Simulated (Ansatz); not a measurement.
Crystal: AlFe.

```xyz
2
Lattice="2.9100 0.0000 0.0000 0.0000 2.9100 0.0000 0.0000 0.0000 2.9100" Properties=species:S:1:pos:R:3 pbc="T T T"
Fe    1.4550    1.4550    1.4550
Al    0.0000    0.0000    0.0000
```

| Item | Value |
| --- | --- |
| Program | Ansatz 0.2.0 |
| Task | relaxation of cell and atoms |
| Functional | revPBE |
| Potentials or basis | Ansatz PAW |
| Cutoff | 420 eV (not typed: the program's choice for these potentials) |
| k mesh | 9 × 9 × 9 |
| Occupations | fermi-dirac, width 0.05 eV |
| Spin | collinear spin, ferromagnetic start |
| Starting moments | [3.0, 0.0] μB |

At the start: volume 12.32 Å³/atom.

How do energy, volume and symmetry change on relaxing?

It ends after 4 steps and the volume is 12.07 Å³/atom (-2.0 %); space group Pm-3m (No. 221, to 0.05 Å); moment 0.65 μB per cell.

The path:
| step | energy change (eV) | largest force (eV/Å) | volume (Å³) |
| --- | --- | --- | --- |
| 1 | 0.0000 | 0.0000 | 24.64 |
| 2 | -0.0047 | 0.0000 | 24.31 |
| 3 | -0.0054 | 0.0000 | 24.14 |
| 4 | -0.0052 | 0.0000 | 24.14 |

Final structure:
```
Fe Al
1.0
     2.89014    0.00000    0.00000
     0.00000    2.89014    0.00000
     0.00000    0.00000    2.89014
Fe Al
1 1
Direct
  0.50000 0.50000 0.50000
  0.00000 0.00000 0.00000
```

Caveat: the plane-wave basis is chosen anew once the cell has moved, so the energies of steps on either side of that aren't comparable; the PAW data sets come from PBE, with cores solved anew for the run's functional, which leaves a small shift of forces and pressure.
